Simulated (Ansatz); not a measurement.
A run of Ansatz 0.2.0 is set up as follows.

The input input.yaml:

```yaml
crystal:
  lattice:
    - [3.6913825498, 0.0, 0.0]
    - [-1.8456912749, 3.1968310632, 0.0]
    - [0.0, 0.0, 6.04107701]
  atoms:
    - { symbol: Zr, position: [0.0, 0.0, 0.0] }
    - { symbol: S, position: [0.3333333333, 0.6666666667, 0.23790997] }
    - { symbol: S, position: [0.6666666667, 0.3333333333, 0.76209003] }
hamiltonian:
  xc: pbesol
  pseudopotentials: { kind: paw }
kpoints:
  mp_grid: { grid: [8, 8, 5] }
  band_path:
    path:
      - [[0.0, 0.0, 0.0], [0.5, 0.0, 0.0], [0.3333333333, 0.3333333333, 0.0], [0.0, 0.0, 0.0], [0.0, 0.0, 0.5], [0.5, 0.0, 0.5], [0.3333333333, 0.3333333333, 0.5], [0.0, 0.0, 0.5]]
      - [[0.5, 0.0, 0.5], [0.5, 0.0, 0.0]]
      - [[0.3333333333, 0.3333333333, 0.0], [0.3333333333, 0.3333333333, 0.5]]
    npoints: 14
scf:
  occupations: { method: fermi_dirac, width: 0.05 }
  n_extra_bands: 7
output:
  forces: true
  stress: true
  eigenvalues: true
  fatbands: false
  write_density: true
  write_potential: true
  elf: true
  volumetric_format: npy
```

Potentials or basis: Ansatz PAW.

Run with:

```sh
$ ansatz run input.yaml --threads 2 --pin off --max-ram 5632MiB --backend cpu --events-out ev --progress --plain --runs-dir out
```

Q: Estimate the pressure.

A: -2.5 GPa.

Q: Estimate the band gap on the k mesh.

A: 0.98 eV, indirect (least direct gap 1.58 eV).

Q: What does it give for the largest force?

A: 0.152 eV/Å.

Q: What does it give for the band gap along the path?

A: 0.96 eV, indirect (least direct gap 1.58 eV).

Forces in eV/Å, atoms in the order of the input:
```
Zr   0.000  0.000  0.000
S    0.000  0.000 -0.152
S    0.000  0.000  0.152
```

Caveat: this functional lacks dispersion, which binds the layers, so the pressure and a relaxed spacing across them are unreliable; the PAW data sets come from PBE, with cores solved anew for the run's functional, which leaves a small shift of forces and pressure.

**What was measured.**

From “Stress-Tuned Optical Transitions in Layered 1T-MX2 (M= Hf, Zr, Sn; X= S, Se) Crystals”, 2022, arxiv:2210.12074, for a bulk crystal of ZrS2: band gap 1.68 eV (indirect).

Against the measured gap of ZrS2, 1.68 eV (indirect; quoted in “Stress-Tuned Optical Transitions in Layered 1T-MX2 (M= Hf, Zr, Sn; X= S, Se) Crystals”, 2022, arxiv:2210.12074), the calculated 0.96 eV is off by -0.72 eV. Spin-orbit coupling on Zr is left out. The value is that of PBEsol, without temperature or zero-point motion. Semilocal functionals fall short of measured gaps as a rule. The cell is a database's relaxed one, not the measured one, which moves gaps too.
